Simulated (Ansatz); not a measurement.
# SnO2: the cost of one run

Program: Ansatz 0.2.0 through its Python package. Level of theory: DFT PBEsol, plane waves, PAW. These are calculated values, not measurements.

## Step 1: The system

The structure is tetragonal, space group I4_1/amd (No. 141). Conventional cell: a = 4.000 Å, b = 4.000 Å, c = 10.247 Å, α = 90.00°, β = 90.00°, γ = 90.00°. Around Sn (site symmetry -4m2) lie 6 O at 2.06 to 2.09 Å. O (site symmetry 2mm) is surrounded by 3 Sn at 2.06 to 2.09 Å.

The script holds or builds the structure itself.

## Step 2: The script

The input, sno2.py:

```python
"""Convergence of SnO2 with the k-point mesh."""

import warnings

import ansatz as az
from ase import Atoms
import matplotlib.pyplot as plt

config = {
    "smearing_width": 0.01,
    "xc": "pbesol",
}

warnings.simplefilter("ignore", az.DeckWarning)

atoms = Atoms(
    ["Sn", "Sn", "O", "O", "O", "O"],
    scaled_positions=[
        (0.75, 0.25, 0.5),
        (0.0, 0.0, 0.0),
        (0.796523, 0.796523, 0.0),
        (0.953477, 0.453477, 0.5),
        (0.203477, 0.203477, 0.0),
        (0.546523, 0.046523, 0.5),
    ],
    cell=[
        (-2.000069, 2.000069, 5.123679),
        (2.000069, -2.000069, 5.123679),
        (2.000069, 2.000069, -5.123679),
    ],
    pbc=True,
)
structure = az.Crystal.from_ase(atoms)

base = structure.calculation()
base = base.occupations(az.OccupationsMethod.FERMI_DIRAC, width=config["smearing_width"])
base = base.functional(config["xc"])
base = base.forces()
base = base.stress()

rows = []
for value in [(4, 4, 4), (6, 6, 6), (8, 8, 8), (10, 10, 10)]:
    data = base.kpoints(*value).run(threads=1, backend="cpu").report
    rows.append((value, data["free_energy_ev"] / len(data["lattice"]["sites"]), data["n_iterations"], sum(data["stress_gpa"][i][i] for i in range(3)) / 3, max(abs(f) for row in data["forces_ev_ang"] for f in row), data["n_kpoints"]))

print("        mesh   F/atom (eV)    iterations       P (GPa)  max component (eV/A)      k-points")
for row in rows:
    print(f"{str(row[0]):>12s}  {row[1]:12.5f}  {row[2]:12d}  {row[3]:12.3f}  {row[4]:20.4f}  {row[5]:12d}")

# differences from the last row
for row in rows[:-1]:
    shift = 1000 * (row[1] - rows[-1][1])
    print(f"{row[0]}: {shift:+.2f} meV/atom" + ("  (within 2 meV)" if abs(shift) < 2 else ""))
plt.figure(figsize=(4.5, 3))
plt.plot([str(row[0]) for row in rows], [1000 * (row[1] - rows[-1][1]) for row in rows], "o-")
plt.xlabel("mesh")
plt.ylabel("F - F(last) (meV/atom)")
plt.tight_layout()
plt.savefig("kconv.png", dpi=100)
```

## Step 3: Launch

Launch:

```
> python sno2.py
```

What time and memory should one allow on 1 thread of Arm Neoverse N1, shared host?

About 51 s, with a peak of 0.57 GiB.
